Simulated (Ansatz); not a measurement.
Ti: two-dimensional strain map

Computed with DFT r2SCAN, scalar-relativistic, plane waves, PAW (Ansatz 0.2.0). Settings: plane waves to 500 eV, k-mesh 26×26×26 (Γ-centred), Gaussian smearing 0.15 eV. No spin polarisation. Energies are free energies at this smearing, counted from the undisturbed cell; pressure is positive in compression.

The starting cell (relaxed at this level; with this scan's settings it stands at 0.1 GPa; this bcc form isn't the usual structure):

```
Ti
1.0
    -1.62589    1.62589    1.62589
     1.62589   -1.62589    1.62589
     1.62589    1.62589   -1.62589
Ti
1
Direct
  0.00000 0.00000 0.00000
```

The cell is strained by p along both x and y and by q along z, fractional coordinates fixed. Points are written (p, q).

Energy above the undisturbed cell in meV/atom (a dash: not computed):

| p \ q | -0.050 | -0.025 | 0.000 | 0.025 | 0.050 |
| --- | --- | --- | --- | --- | --- |
| -0.050 | 151.8 | 103.8 | 64.7 | 33.3 | 8.7 |
| -0.025 | 65.1 | 36.5 | 15.6 | 1.6 | -6.5 |
| 0.000 | 13.1 | 3.3 | 0.0 | 2.4 | 9.8 |
| 0.025 | -8.2 | -0.9 | 12.6 | 30.6 | 52.7 |
| 0.050 | -0.2 | 20.6 | 48.8 | 81.6 | 117.5 |

Pressure in GPa:

```csv
p \ q,-0.050,-0.025,0.000,0.025,0.050
-0.050,21.9,17.6,13.7,10.2,7.1
-0.025,13.5,9.7,6.3,3.2,0.5
0.000,6.4,3.1,0.1,-2.5,-4.8
0.025,0.4,-2.4,-4.9,-7.2,-9.1
0.050,-4.6,-6.9,-9.0,-10.9,-12.6
```